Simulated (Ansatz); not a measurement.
# In: the cost of one run

Computed with Ansatz 0.2.0 (DFT PBE, scalar-relativistic, unless a step's input says otherwise).

## (1) The starting structure

Symmetry: I4/mmm, No. 139, tetragonal system. Conventional cell: a = 3.252 Å, b = 3.252 Å, c = 4.948 Å, α = 90.00°, β = 90.00°, γ = 90.00°. In (site symmetry 4/mmm) has 12 In at 3.25 to 3.38 Å as nearest neighbours.

As a file:

```cif
data_structure
_symmetry_space_group_name_H-M 'I4/mmm'
_symmetry_Int_Tables_number 139
_cell_length_a 3.2523
_cell_length_b 3.2523
_cell_length_c 4.9479
_cell_angle_alpha 90.000
_cell_angle_beta 90.000
_cell_angle_gamma 90.000
_cell_volume 52.34
loop_
_atom_site_label
_atom_site_type_symbol
_atom_site_symmetry_multiplicity
_atom_site_Wyckoff_symbol
_atom_site_fract_x
_atom_site_fract_y
_atom_site_fract_z
_atom_site_occupancy
In1 In 2 a 0.00000 0.00000 0.00000 1
```

The file gives the conventional cell by its symmetry; the runs use the cell typed in the input.

The cell is a deposited one (Crystallography Open Database entry 9017523); the temperature and pressure of the measurement aren't taken into account, and nothing was relaxed.

## (2) Volume × 0.9405, LAPW

input.yaml reads:

```yaml
crystal:
  lattice:
    - [-1.5932363393, 1.5932363393, 2.4238766667]
    - [1.5932363393, -1.5932363393, 2.4238766667]
    - [1.5932363393, 1.5932363393, -2.4238766667]
  atoms:
    - { symbol: In, position: [0.0, 0.0, 0.0] }
kpoints:
  mp_grid: { grid: [12, 12, 14] }
scf:
  occupations: { method: fermi_dirac, width: 0.05 }
hamiltonian:
  xc: pbe
  pseudopotentials: { kind: all_electron, lapw: { basis_error: 0.001 } }
output:
  forces: true
  stress: true
  eigenvalues: true
```

Command:

```console
$ ansatz run input.yaml --threads 1 --pin off --max-ram 3072MiB --backend cpu --events-out ev --progress --plain --runs-dir out
```

**Question.** How long does this run take on 1 thread of Intel Xeon 6975P-C (Granite Rapids), shared host, and how much memory does it need?

About 18 s, with a peak of 0.6 GiB.
